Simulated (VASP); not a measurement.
The system is TiO2 (Rutile).

```xyz
6
Lattice="4.5927 0.0000 0.0000 0.0000 4.5927 0.0000 0.0000 0.0000 2.9417" Properties=species:S:1:pos:R:3 pbc="T T T"
Ti    0.0000    4.5927    2.9417
Ti    2.2964    2.2964    1.4709
O     1.3977    1.3977    0.0000
O     0.8987    3.6940    1.4709
O     3.1950    3.1950    2.9417
O     3.6940    0.8987    1.4709
```

Program: VASP 6.6.1. Alike in all runs: task band structure; potentials or basis VASP PAW PBE potentials, release 64 (Ti_sv, O); no spin polarisation; cell as given; k mesh 4 × 4 × 6; cutoff (eV) 520; smearing gaussian 0.03 eV.

Q: Order these runs on this cell by their band gap on the k mesh, lowest first.
A. level PBE-EpsX; exchange at q = 0 truncated; share of exact exchange 0.1273
B. level HSE06; screening parameter 0.2 1/A
C. level PBE0; exchange at q = 0 truncated
D. level PBE

A: D (1.87 eV), A (2.98 eV), B (3.39 eV), C (4.13 eV).

